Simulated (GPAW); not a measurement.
Runs of GPAW 26.7.0 on GaSb. Symmetry: F-43m, No. 216, cubic system. The conventional cell has a = 6.118 Å, b = 6.118 Å, c = 6.118 Å, α = 90.00°, β = 90.00°, γ = 90.00°. Sb (site symmetry -43m) has 4 Ga at 2.65 Å as nearest neighbours. Ga (site symmetry -43m) has 4 Sb at 2.65 Å as nearest neighbours. 

```tsv
task	level	potentials or basis	spin	k mesh	cutoff (eV)	older calculator (legacy_gpaw)	band path	band points	spin axis theta (degrees)	spin axis phi (degrees)	pressure (GPa)	V0 of scaled cells (Å³/atom)	B0 (GPa)
equation of state	RPBE+D4	the program's PAW data sets (release 1.2.1) made for this functional, pw	off	6 × 6 × 6	600	-	-	-	-	-	-	28.10	54
equation of state	OLYP+D3	PAW data sets generated in the run's folder for this functional, pw	off	6 × 6 × 6	600	-	-	-	-	-	-	28.43	(b)
band structure	LDA	PAW data sets generated in the run's folder for this functional, pw	off	6 × 6 × 6	600	-	GXWKGLUWLK,UX	60	-	-	(a)	-	-
one-shot levels on a semilocal density	LDA	the program's PAW data sets (release 1.2.1) made for this functional, pw	off	5 × 5 × 5	500	-	-	-	-	-	-1.8	-	-
```

Alike in all rows: cell as given; smearing fermi-dirac 0.05 eV.

Q: Estimate the missing entries.

A: (a) -1.7; (b) 50.

Caveats: this crystal is a semiconductor, whose small gap the functional closes, so the metal is an error of the method (some runs); spin-orbit coupling is left out, which moves the levels of the heavy elements (some runs); the cutoff is short for stress and forces, so pressures can be off by a GPa or more (some runs); one-shot exact exchange on a metal's smeared states is rough (some runs).

Runs at the PBE level aren't shown here.
